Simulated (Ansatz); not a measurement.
A relaxed cell of Co2Si is given with its symmetry left out. The cell was found from a structure generator's guess, not taken from experiment.

Computed with DFT PBE, scalar-relativistic, plane waves, PAW (Ansatz 0.2.0). Cutoff 420 eV, Γ-centred mesh, Gaussian smearing, collinear spin.

```
Co Si
1.0
     2.63357    0.00000    0.00000
     0.00000    2.63357    0.00000
     0.00000    0.00000    5.04065
Co Si
2 1
Cartesian
  0.0000 0.0000 3.9133
  0.0000 0.0000 1.1273
  1.3168 1.3168 2.5203
```

The zero of energy is the elements' standard structures at the same level; no fitted shifts are applied.

**Question.** What space group does it have?

**Answer.** P4/mmm (No. 123). Conventional cell: a = 2.634 Å, c = 5.041 Å. Co has 1 Co at 2.25 Å, 4 Si at 2.33 Å, 4 Co at 2.63 Å and 1 Co at 2.79 Å; Si is surrounded by 8 Co at 2.33 Å and 4 Si at 2.63 Å.

**Question.** What is its formation energy per atom?

**Answer.** −0.04 eV/atom. A negative formation energy is needed for stability but isn't enough: competing phases decide.

**Question.** Is it a metal?

**Answer.** Yes, bands cross the Fermi level on the 18×18×10 mesh.

**Question.** Which magnetic moments does it keep?

**Answer.** 0.00 μB per atom net, the space between the atoms included; by site: all under 0.1 μB.

The last run used collinear spin, an 18×18×10 mesh (in the run's order of axes) for its 3-atom cell and Gaussian smearing of 0.10 eV. Symmetry constrained the relaxation, so the result can be a saddle point.
